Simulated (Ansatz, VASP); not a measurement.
Sb in VASP and in Ansatz

Contents of INCAR:

```
PREC = Accurate ; ENCUT = 520
EDIFF = 1E-7 ; ISMEAR = -1
SIGMA = 0.05 ; LREAL = False
LASPH = True ; NELM = 60
ALGO = Normal ; ISIF = 2
LWAVE = False ; LCHARG = False
GGA = PS ; NBANDS = 12
```

The input KPOINTS:

```
regular mesh
0
Gamma
  9 9 9
```

File POSCAR:

```
Sb
1.0
    2.1290943287      1.2292331838      3.7440000000
   -2.1290943287      1.2292331838      3.7440000000
    0.0000000000     -2.4584663675      3.7440000000
Sb
2
Direct
    0.2336400000      0.2336400000      0.2336400000
    0.7663600000      0.7663600000      0.7663600000
```

Input for Ansatz:

```yaml
crystal:
  lattice:
    - [2.1290943287, 1.2292331838, 3.744]
    - [-2.1290943287, 1.2292331838, 3.744]
    - [0.0, -2.4584663675, 3.744]
  atoms:
    - { symbol: Sb, position: [0.23364, 0.23364, 0.23364] }
    - { symbol: Sb, position: [0.76636, 0.76636, 0.76636] }
kpoints:
  mp_grid: { grid: [9, 9, 9] }
  band_path:
    path:
      - [0.0, 0.0, 0.0]
      - [0.5, 0.5, 0.5]
      - [0.7614702888, 0.2385297112, 0.5]
      - [0.5, -0.2385297112, 0.2385297112]
      - [0.5, 0.0, 0.0]
      - [0.0, 0.0, 0.0]
      - [0.3692648556, -0.3692648556, 0.0]
      - [0.6307351444, 0.0, 0.3692648556]
      - [0.5, 0.0, 0.5]
    npoints: 5
scf:
  occupations: { method: fermi_dirac, width: 0.05 }
hamiltonian:
  xc: pbesol
  pseudopotentials: { kind: all_electron, lapw: { basis_error: 0.0005 } }
output:
  forces: true
  stress: true
  eigenvalues: true
```

Change from the starting cell: equal xx and yy strain of -1 %.

Alike in both runs: task single point; functional PBEsol; k mesh 9 × 9 × 9; occupations fermi-dirac, width 0.05 eV; no spin polarisation.

```csv
,VASP,Ansatz
version,VASP 6.6.1,Ansatz 0.2.0
potentials or method,"VASP PAW PBE potentials, release 64 (Sb)","all-electron LAPW, scalar-relativistic"
plane-wave cutoff (eV),520,see its input
```

|  | VASP | Ansatz | Ansatz less VASP |
| --- | --- | --- | --- |
| pressure (GPa) | 2.0 | 1.7 | -0.22 |
| largest component of the traceless stress (GPa) | 0.79 | 0.74 | -0.055 |
| rms of the force components (eV/Å) | 0.178 | 0.141 | -0.0366 |

Atom by atom the forces differ by 0.037 eV/Å (rms over components). Ansatz ran all-electron here, so the differences hold the error of VASP's frozen core and of both bases.

Caveats: the PAW data sets were made with another functional, which shifts forces and pressure a little (VASP). The runs have no spin-orbit coupling, so splittings on Sb are missing.
